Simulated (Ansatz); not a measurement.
# W2NS2 MXene monolayer in a perpendicular field

Wanted: the out-of-plane response of the W2NS2 MXene monolayer. A positive field points along +c.

Method: plane-wave DFT, PBEsol-D3(BJ), Ansatz PAW, in Ansatz 0.2.0.

### 1. Starting point

The cell holds 5 atoms: 2 S, 2 W and 1 N. Its edges and angles: a = 3.054 Å, b = 3.054 Å, c = 42.977 Å, α = 90.0°, β = 90.0°, γ = 120.0°. Vacuum lies along c.

### 2. Relaxation

The starting cell is a guess, so the in-plane lattice and the atoms are relaxed first, with the slab cut off from its images along the normal.

Input file input.yaml:

```yaml
crystal:
  lattice:
    - [3.053908, 0.0, 0.0]
    - [-1.526954, 2.6447619088, 0.0]
    - [0.0, 0.0, 42.9772096949]
  atoms:
    - { symbol: S, position: [0.3333333333, 0.6666666667, 0.4304607054] }
    - { symbol: W, position: [0.6666666667, 0.3333333333, 0.4719620994], spin: 1.0 }
    - { symbol: "N", position: [0.0, 0.0, 0.5] }
    - { symbol: W, position: [0.3333333333, 0.6666666667, 0.5280379006], spin: 1.0 }
    - { symbol: S, position: [0.6666666667, 0.3333333333, 0.5695392946] }
  periodic: [true, true, false]
magnetization:
  spin_polarized: true
kpoints:
  mp_grid: { grid: [12, 12, 1] }
hamiltonian:
  xc: pbesol
  dispersion: d3bj
scf:
  occupations: { method: fermi_dirac, width: 0.05 }
  convergence: { dr2_threshold: 1.0e-09 }
relax:
  f_tol: 0.004
  max_steps: 90
  cell: {}
output:
  write_potential: true
  write_density: true
  volumetric_format: npy
```

Started as:

```
$ ansatz run input.yaml --threads 4 --pin off --max-ram 6144MiB --backend cpu --events-out ev --progress --plain --runs-dir out
```

Numbers of over 12 decimals in the logs are rounded to 6 here.

The log of the run:

```text
Warning: relax.cell: scf.convergence.dr2_threshold = 1e-9 eV is looser than the 1.95870095071e-10 eV advised for a relaxation that steers and ends on the stress (1e-10 eV for each atom of the cell: 5, times the square of relax.cell.stress_2d_tol = 0.05 N/m over 16.0 Å (the atoms' height at the walk's start and 5 Å past either face), 3.129e-2 GPa, over a crystal's default 0.05). What an SCF threshold leaves in a stress goes as its square root, and in the free energy as the threshold itself, and one threshold admits the most on a small cell: [figures from the program's tests cut] Set scf.convergence.dr2_threshold to 1.95870095071e-10 eV or tighter. [rest of the remark cut]
Engine: ansatz 0.2.0, x86_64-unknown-linux-gnu
Pseudopotentials: kind: paw
Pseudopotential: S, paw, valence charge 6, recommended cutoff 420 eV (normal), S.paw.azcp
Pseudopotential: W, paw, valence charge 14, recommended cutoff 420 eV (normal), W.paw.azcp
Pseudopotential: N, paw, valence charge 5, recommended cutoff 420 eV (normal), N.paw.azcp
Functional definition: PBEsol
  exchange = pbesol_x
  correlation = pbesol_c
Crystal: 5 atoms, lattice volume = 347.121 Å³
Basis set: ecut = 420 eV, 6731 PW (Γ), exchange–correlation on 48×48×576 points (8 copies of the dense FFT grid, shifted against one another)
Bands: 29, of which v1, the nominal top of the filled ones, is band 23 counted from 1 (22 counted from 0)
Symmetry: 12 space group operations
Space group: P-3m1 (ITA 164), of the structure as read, at distance tolerance 7.0e-5 Å
Magnetic group: BNS 164.85 (UNI 1315), of the structure as read, at distance tolerance 7.0e-5 Å
k-points: 19 of 144
Non-local potential: S, projectors of the file, l = 0: 2, l = 1: 2, l = 2: 2
Non-local potential: W, projectors of the file, l = 0: 3, l = 1: 2, l = 2: 2, l = 3: 1
Non-local potential: N, projectors of the file, l = 0: 2, l = 1: 2, l = 2: 1
PAW form: soft (Blöchl's): semilocal exchange-correlation on the pseudo side does not see the compensation charge
PAW frozen core: S, regenerated for the run's functional, and the local potential with it (the file was generated under x = pbe(κ = 0.804, μ = 0.219515), c = pbe(β = 0.066725))
PAW frozen core: W, regenerated for the run's functional, and the local potential with it (the file was generated under x = pbe(κ = 0.804, μ = 0.219515), c = pbe(β = 0.066725))
PAW frozen core: N, regenerated for the run's functional, and the local potential with it (the file was generated under x = pbe(κ = 0.804, μ = 0.219515), c = pbe(β = 0.066725))
PAW one-centre angular grid: S, 110 points (default); XC on 64 Gauss nodes
PAW one-centre angular grid: W, 590 points (default); XC on 64 Gauss nodes
PAW one-centre angular grid: N, 110 points (default); XC on 64 Gauss nodes
Initial density: superposition of atomic densities (neutral atoms: chi_scale 0, normalization atom)
Starting moments: Σ|m| = 2 μB on 2 of 5 sites
Initial wavefunctions: pseudopotential atomic-orbital guess
Functional: x = pbesol(κ = 0.804, μ = 0.123457), c = pbesol(β = 0.046)
SCF iter   1: F=—  HF=-22665.603952 eV  |F-HF|=—  |Δ(HF+E_count)|=         —  Δρ=2.24e-2 (↑2.24e-2 ↓1.80e-2)  dr2=6.93e0  dr2_m=9.79e-2  M=0.967 μB ∫|m|=1.103 μB  β_m=0.30  ethr=3.10e-3  ⟨swp⟩=16.6  Hψ=9272  notcnv=0
Mixer restart at iter 1: flushing history
preconditioner: auto → LDOS  [metal: Δε(μ)=0.067 eV  Ē_g=9.368 eV  σ=0.050 eV  W_gap=0.32  n_scr=26 (ndim 8)  ℏωp=10.7 eV  f_vac=0.769  D(μ)=2.89/eV (n_scr^D=16)]
spin=Collinear: LDOS preconditioning applied to the charge; magnetization (m = ρ↑ − ρ↓) channel mixes plain (no charge-response kernel on spin).
SCF iter   2: F=—  HF=-22664.735818 eV  |F-HF|=—  |Δ(HF+E_count)|=   8.68e-1  Δρ=1.63e-2 (↑1.63e-2 ↓1.31e-2)  dr2=3.72e0  dr2_m=6.04e-2  M=0.865 μB ∫|m|=0.984 μB  β_m=0.58  ethr=3.10e-3  ⟨swp⟩=3.8  Hψ=2345  notcnv=0  defer=26
SCF iter   3: F=—  HF=-22663.986450 eV  |F-HF|=—  |Δ(HF+E_count)|=   7.49e-1  Δρ=3.63e-3 (↑3.63e-3 ↓3.33e-3)  dr2=2.25e-1  dr2_m=1.28e-2  M=0.506 μB ∫|m|=0.577 μB  β_m=0.56  ethr=3.10e-3  ⟨swp⟩=3.9  Hψ=2559  notcnv=0  defer=26
SCF iter   4: F=—  HF=-22664.037985 eV  |F-HF|=—  |Δ(HF+E_count)|=         —  Δρ=3.04e-3 (↑2.55e-3 ↓3.04e-3)  dr2=1.83e-2  dr2_m=2.19e-2  M=0.146 μB ∫|m|=0.185 μB  β_m=0.56  ethr=5.00e-4  ⟨swp⟩=3.8  Hψ=2914  notcnv=0  defer=19
SCF iter   5: F=—  HF=-22664.037618 eV  |F-HF|=—  |Δ(HF+E_count)|=   3.67e-4  Δρ=1.63e-3 (↑1.50e-3 ↓1.63e-3)  dr2=3.34e-3  dr2_m=7.38e-3  M=0.091 μB ∫|m|=0.115 μB  β_m=0.78  ethr=4.06e-5  ⟨swp⟩=3.6  Hψ=2785  notcnv=0  defer=19
SCF iter   6: F=—  HF=-22664.038446 eV  |F-HF|=—  |Δ(HF+E_count)|=   8.28e-4  Δρ=8.15e-4 (↑6.39e-4 ↓8.15e-4)  dr2=1.28e-3  dr2_m=1.47e-3  M=0.041 μB ∫|m|=0.051 μB  β_m=0.79  ethr=7.42e-6  ⟨swp⟩=3.5  Hψ=2541  notcnv=0  defer=19
SCF iter   7: F=—  HF=-22664.038436 eV  |F-HF|=—  |Δ(HF+E_count)|=   1.02e-5  Δρ=1.89e-4 (↑1.73e-4 ↓1.89e-4)  dr2=4.73e-5  dr2_m=9.65e-5  M=0.011 μB ∫|m|=0.014 μB  β_m=0.85  ethr=2.85e-6  ⟨swp⟩=3.4  Hψ=2495  notcnv=0  defer=19
SCF iter   8: F=—  HF=-22664.038462 eV  |F-HF|=—  |Δ(HF+E_count)|=   2.59e-5  Δρ=2.79e-5 (↑2.79e-5 ↓2.74e-5)  dr2=1.74e-6  dr2_m=2.13e-6  M=0.002 μB ∫|m|=0.002 μB  β_m=0.85  ethr=1.05e-7  ⟨swp⟩=3.8  Hψ=2916  notcnv=0  defer=19
SCF iter   9: F=—  HF=-22664.038465 eV  |F-HF|=—  |Δ(HF+E_count)|=   3.05e-6  Δρ=4.89e-6 (↑4.29e-6 ↓4.89e-6)  dr2=9.55e-8  dr2_m=4.36e-8  M=0.000 μB ∫|m|=0.000 μB  β_m=0.91  ethr=3.86e-9  ⟨swp⟩=3.8  Hψ=2995  notcnv=0  defer=19
SCF iter  10: F=—  HF=-22664.038465 eV  |F-HF|=—  |Δ(HF+E_count)|=   3.19e-7  Δρ=1.75e-6 (↑1.75e-6 ↓1.23e-6)  dr2=5.88e-9  dr2_m=6.21e-9  M=0.000 μB ∫|m|=0.000 μB  β_m=0.95  ethr=2.12e-10  ⟨swp⟩=3.6  Hψ=2642  notcnv=0  defer=19
SCF iter  11: F=—  HF=-22664.038465 eV  |F-HF|=—  |Δ(HF+E_count)|=   2.86e-8  Δρ=3.32e-7 (↑2.59e-7 ↓3.32e-7)  dr2=6.51e-10  dr2_m=1.81e-10  M=0.000 μB ∫|m|=0.000 μB  β_m=0.93  ethr=1.31e-11  ⟨swp⟩=4.0  Hψ=2940  notcnv=0  defer=19
SCF iter  12: F=-22664.038465 eV  HF=-22664.038465 eV  |F-HF|=5.82e-11  |Δ(HF+E_count)|=   2.14e-9  Δρ=5.91e-8 (↑5.91e-8 ↓3.26e-8)  dr2=5.54e-11  dr2_m=3.46e-12  M=-0.000 μB ∫|m|=0.000 μB  ethr=1.45e-12  ⟨swp⟩=9.8  Hψ=9899  notcnv=0
WARN: the starting moments were not kept: the SCF closed with an absolute magnetisation of 2.8e-6 μB, where they sum to 2 μB in size (2 sites). That is at most 0.1 of that sum. Measured as dr2_m measures the in/out step, that magnetisation stands 8.5e-13 eV from none, at or under the dr2_threshold of 1.0e-9 eV: it is no larger than a step whose dr2_m would equal this threshold. The system may hold no moment; this SCF [...]
[...]
relax step   7: F+E_penalty+E_count = -22664.72045339 eV  Δ(F+E_penalty+E_count) = -5.375e-6 eV  max|allowed force component| = 2.727e-4 eV/Å  Δτ_max = 0.0002 Å  P = +0.001 N/m  Ω = 324.307 Å³  energy of the carried Pulay correction = +5.129e-3 eV  fix = [c, alpha, beta]  reactions: c +0.000 N/m  (4 SCF iters, accepted)
[...]
relax step   8: F+E_penalty+E_count = -22664.71680396 eV  Δ(F+E_penalty+E_count) = +3.649e-3 eV  max|allowed force component| = 4.065e-4 eV/Å  Δτ_max = 0.0000 Å  P = -0.082 N/m  Ω = 324.307 Å³  fix = [c, alpha, beta]  reactions: c -0.000 N/m  stress off target by 8.23e-2 N/m on what of the cell is left free  SCF on the basis re-selected at this cell (its energy is not comparable with the rows above)  (6 SCF iters)
[...]
relax step   9: F+E_penalty+E_count = -22664.71686596 eV  Δ(F+E_penalty+E_count) = -6.199e-5 eV  max|allowed force component| = 1.374e-4 eV/Å  Δτ_max = 0.0011 Å  P = -0.003 N/m  Ω = 324.097 Å³  energy of the carried Pulay correction = +4.821e-5 eV  fix = [c, alpha, beta]  reactions: c -0.000 N/m  (6 SCF iters, accepted)
iter 1 solved again at ethr=2.90e-7 eV; its pass at ethr=3.10e-3 eV (dr2=1.31e-4 eV) is discarded
SCF iter   1: F=—  HF=-22664.716645 eV  |F-HF|=—  |Δ(HF+E_count)|=         —  Δρ=8.63e-7 (↑8.33e-7 ↓8.63e-7)  dr2=4.15e-9  dr2_m=1.95e-11  M=0.000 μB ∫|m|=0.000 μB  β_m=0.65  ethr=2.90e-7  ⟨swp⟩=7.3  Hψ=15721  notcnv=0
eigensolver tolerance schedule: the retry pair's looser diagonalisation over-reported the residual by 31486.70 of it (diagonalisation noise at an unbounded share of the residual, at the tolerance the schedule requests for it); recorded, not acted on — ethr = c·dr2/N_el stays at c = 1.0e-1
preconditioner: auto → LDOS  [metal: Δε(μ)=0.044 eV  Ē_g=9.034 eV  σ=0.050 eV  W_gap=0.21  n_scr=22 (ndim 8)  ℏωp=11.1 eV  f_vac=0.769  D(μ)=2.33/eV (n_scr^D=14)]
spin=Collinear: LDOS preconditioning applied to the charge; magnetization (m = ρ↑ − ρ↓) channel mixes plain (no charge-response kernel on spin).
SCF iter   2: F=—  HF=-22664.716807 eV  |F-HF|=—  |Δ(HF+E_count)|=   1.62e-4  Δρ=4.74e-7 (↑4.74e-7 ↓4.58e-7)  dr2=3.14e-9  dr2_m=5.14e-12  M=0.000 μB ∫|m|=0.000 μB  β_m=0.36  ethr=9.22e-12  ⟨swp⟩=8.3  Hψ=5976  notcnv=0
SCF iter   3: F=—  HF=-22664.716807 eV  |F-HF|=—  |Δ(HF+E_count)|=   3.45e-9  Δρ=3.30e-7 (↑3.30e-7 ↓3.16e-7)  dr2=5.93e-10  dr2_m=5.25e-12  M=0.000 μB ∫|m|=0.000 μB  β_m=0.68  ethr=6.98e-12  ⟨swp⟩=3.3  Hψ=1969  notcnv=0
SCF iter   4: F=-22664.716807 eV  HF=-22664.716807 eV  |F-HF|=3.27e-11  |Δ(HF+E_count)|=  2.91e-10  Δρ=1.15e-7 (↑1.08e-7 ↓1.15e-7)  dr2=9.68e-11  dr2_m=4.88e-13  M=0.000 μB ∫|m|=0.000 μB  ethr=1.32e-12  ⟨swp⟩=15.7  Hψ=11057  notcnv=0
the starting moments were not kept: the SCF closed with an absolute magnetisation of 1.4e-6 μB, where they sum to 2 μB in size (2 sites). That is at most 0.1 of that sum. Measured as dr2_m measures the in/out step, that magnetisation stands 1.8e-13 eV from none, at or under the dr2_threshold of 1.0e-9 eV: it is no larger than a step whose dr2_m would equal this threshold.
SCF 10 converged in 4 iterations: F = -22664.716807 eV  dr2 = 9.68e-11
relax step  10: F+E_penalty+E_count = -22664.71680738 eV  Δ(F+E_penalty+E_count) = +5.858e-5 eV  max|allowed force component| = 1.444e-4 eV/Å  Δτ_max = 0.0000 Å  P = -0.004 N/m  Ω = 324.097 Å³  fix = [c, alpha, beta]  reactions: c -0.000 N/m  stress off target by 4.04e-3 N/m on what of the cell is left free  SCF on the basis re-selected at this cell (its energy is not comparable with the rows above)  (4 SCF iters)
basis re-selected at this cell: Δ(F+E_penalty+E_count) = +5.858e-5 eV, ΔP = -0.001 N/m vs the last step (what re-selecting the basis moved, of the pressure what is left beyond the Pulay correction that the steps carried, after the strain that the cell walked since its last selection, with what the two solves' SCF thresholds leave and, on support functions, any second-order correction that the steps lacked; it is no m [...]
WARN: The input density's exchange-correlation potential varies sharply where the density is thin. Do not read a vacuum level from v_tot or v_xc, or from such a field of the output density. On a cell that repeats whose density bears no net charge and no dipole along the vacuum's axis use v_es (v_loc + v_h of the components); under efield.dipole_correction with no amplitude use v_es + v_field, which holds any external [...]
SCF converged after 4 iterations
Magnetization: 0.0000 μB (22.5000 up, 22.5000 down)
Absolute magnetization: 0.0000 μB (∫|ρ↑−ρ↓|, with the PAW one-centre terms)
Spin contamination: 0.0000 ħ² per cell (⟨S²⟩ above its minimum at these occupations)
Per-site moments (μB) at R_I (Å): [(-1.1253694226987692e-7, 0.982329), (3.155095495762938e-7, 0.911377), (3.86642277244524e-9, 0.911377), (3.155095495883365e-7, 0.911377), (-1.1253694223312542e-7, 0.982329)]
Free energy (F): -22664.716807 eV
Harris-Foulkes:  -22664.716807 eV  (|F-HF|=3.27e-11)
Internal energy: -22664.697919 eV  (E = F + TS)
E sigma→0 (E₀):  -22664.707363 eV
Entropy (-TS):   -0.018888 eV (-3.778 meV/atom)
Fermi energy:    -4.994220 eV
--- Per-component energies (eV) ---
  E_band       = -1182.616313
  E_kinetic    = 1254.805844
  E_local      = -206965.194767  (includes V_loc(G=0)·N_el)
  E_nonlocal   = 109.994454
  E_hartree    = 102717.055217
  E_xc         = -785.337726
  E_vxc        = -732.150098  (∫ρ·V_xc dr)
  E_paw        = -18163.394156  (= ΣΔE_a)
  E_vpaw       = -284.183082  (= ΣTr[D̂ρ^β])
  E_aug_tail   = -0.000037  (compensation charges beyond the density's cutoff)
  E_ewald      = 99168.422943
  E_disp       = -1.645274  (pairwise vdW)
  E_core_change = 0.595582  (= ΣΔE_core)
  E_smearing   = -0.018888  (= −TS)
  E_closure    = -0.000000  (closes the sum)
  Σ components = -22664.716807   (vs F -22664.716807, Δ=0.00e0)
--- Forces (eV/Å), atoms counted from 1 ---
  atom   1  S     -0.00000000    -0.00000000    -0.00014436
  atom   2  W     -0.00000000     0.00000000    -0.00008797
  atom   3  N     -0.00000000    -0.00000000     0.00000000
  atom   4  W     -0.00000000    -0.00000000     0.00008797
  atom   5  S     -0.00000000     0.00000000     0.00014436
  max |Σ_I F_I| component: 2.78e-17 eV/Å
--- 2D stress c σ (N/m, compression-positive) ---
       -0.004044       0.000000      -0.000000
        0.000000      -0.004044       0.000000
       -0.000000       0.000000      -0.000000
  P = ½ c Tr σ = -0.0040 N/m
--- Band table (eV; the first three rows and the last of 38) ---
  k-point 0 ↑: bands = [... 19 lower, -5.6474, -5.6252, -5.6252, -5.5730, -5.5730, -4.7486, -4.7486, -2.1434, ... 2 higher]
  k-point 1 ↑: bands = [... 19 lower, -6.6996, -6.4053, -5.4927, -5.2007, -4.8855, -4.7904, -4.6793, -2.4473, ... 2 higher]
  k-point 2 ↑: bands = [... 19 lower, -7.0516, -6.8585, -6.1132, -5.2496, -5.0233, -4.2508, -3.8426, -2.5094, ... 2 higher]
  k-point 18 ↓: bands = [... 19 lower, -9.2594, -5.2599, -4.7040, -4.7040, -4.1957, -3.1592, -3.1592, -2.2246, ... 2 higher]
  the weakly bound empty levels are not read free of the cell's end (no_gap_told)
--- Relaxed structure (8 steps of the walk, 8 accepted, 2 SCFs on fresh bases) ---
  F+E_penalty+E_count = -22664.71680738 eV   max|allowed force component| = 1.444e-4 eV/Å   (the final SCF, on the basis selected at the relaxed cell)
  cell:  # Å, volume = 324.0971 Å³
    - [2.950891, 0.0, 0]
    - [-1.475446, 2.555547, 0]
    - [0, 0, 42.9772096949]
  atoms:
    - { symbol: S, position: [0.333333, 0.666667, 0.428553] }
    - { symbol: W, position: [0.666667, 0.333333, 0.467268] }
    - { symbol: N, position: [0, 0, 0.500000] }
    - { symbol: W, position: [0.333333, 0.666667, 0.532732] }
    - { symbol: S, position: [0.666667, 0.333333, 0.571447] }
```

It took 52 s on 4 threads of Intel Xeon Platinum 8488C (Sapphire Rapids), shared host; peak memory 0.97 GiB; 3.3 min of CPU time.

The steps of the relaxation:

```
step  energy less that of the first step (eV)  largest force component (eV/Å)  volume (Å³)
   1                                   0.0000                          3.1526       347.12
   2                                  -0.4587                          0.9840       344.77
   3                                  -0.6285                          0.0606       338.93
   4                                  -0.6599                          0.5789       320.00
   5                                  -0.6806                          0.1618       325.25
   6                                  -0.6820                          0.0049       324.33
   7                                  -0.6820                          0.0003       324.31
  8*                                  -0.6783                          0.0004       324.31
   9                                  -0.6784                          0.0001       324.10
 10*                                  -0.6783                          0.0001       324.10
```

Relaxation steps marked * repeat the geometry before them on a plane-wave basis chosen anew for their cell, so energy and pressure can jump there.

The run keeps the 12 symmetry operations that it works with, so distortions that break them were not tested.

```
cell as run  before  after  change
      a (Å)   3.054  2.951  -3.4 %
      b (Å)   3.054  2.951  -3.4 %
```

The atoms that moved most (Å, along periodic axes as changes of fractional coordinates times the final cell, across vacuum about the mean position):

```
atom     dx     dy      dz  length
  W2  0.000  0.000  -0.202   0.202
  W4  0.000  0.000   0.202   0.202
  S1  0.000  0.000  -0.082   0.082
  S5  0.000  0.000   0.082   0.082
```

Final coordinates:

```xyz
5
Lattice="2.9509 0.0000 0.0000 -1.4754 2.5555 0.0000 0.0000 0.0000 42.9772" Properties=species:S:1:pos:R:3
S     0.0000    1.7037   18.4180
W     1.4754    0.8518   20.0819
N     0.0000    0.0000   21.4886
W     0.0000    1.7037   22.8953
S     1.4754    0.8518   24.5592
```

This step gave:

```yaml
energy_at_zero_smearing: -22664.7074 eV
```

The lattice constant a goes from 3.054 to 2.951 Å.

[end of part 1 of 3]

[Logs are printed without paths, hosts, clocks, repeated set-up lines and the standing remarks that a program may print on its own settings, such as how far it seeks lower states.]

[Hosts, paths, dates, database ids (printed as entryN), source tags and the programs' standing remarks are cut or masked in the printed files.]

[Maps of the electrostatic potential energy from Ansatz leave out the sawtooth potential of an applied field or a dipole correction, so their vacuum need not be flat; planar profiles and work functions include it.]
